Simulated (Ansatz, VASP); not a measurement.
## Sr in VASP and in Ansatz

```
Sr
1.0
    -2.42500    2.42500    2.42500
     2.42500   -2.42500    2.42500
     2.42500    2.42500   -2.42500
Sr
1
Direct
  0.00000 0.00000 0.00000
```

Alike in both runs: task single point; functional PBE; k mesh 2 × 2 × 2; occupations gaussian, width 0.1 eV; no spin polarisation.

|  | VASP | Ansatz |
| --- | --- | --- |
| version | VASP 6.6.1 | Ansatz 0.2.0 |
| potentials or method | VASP PAW PBE potentials, release 64 (Sr_sv) | scalar-relativistic, plane waves, PAW |
| plane-wave cutoff (eV) | 520 | 420 |
| valence electrons in the cell | 10 | 10 |

|  | VASP | Ansatz | Ansatz less VASP |
| --- | --- | --- | --- |
| gap on the k mesh at the Fermi level (eV) | none | none | - |
| pressure (GPa) | -3.7 | -3.7 | 0.00 |

A gap of «none» marks a metal or a gap that the smearing closes. With one functional, cell and mesh, what is left measures potentials, basis and numerics.

Caveats: the k mesh is coarse (spacing up to 0.92 Å⁻¹), so the values aren't converged.
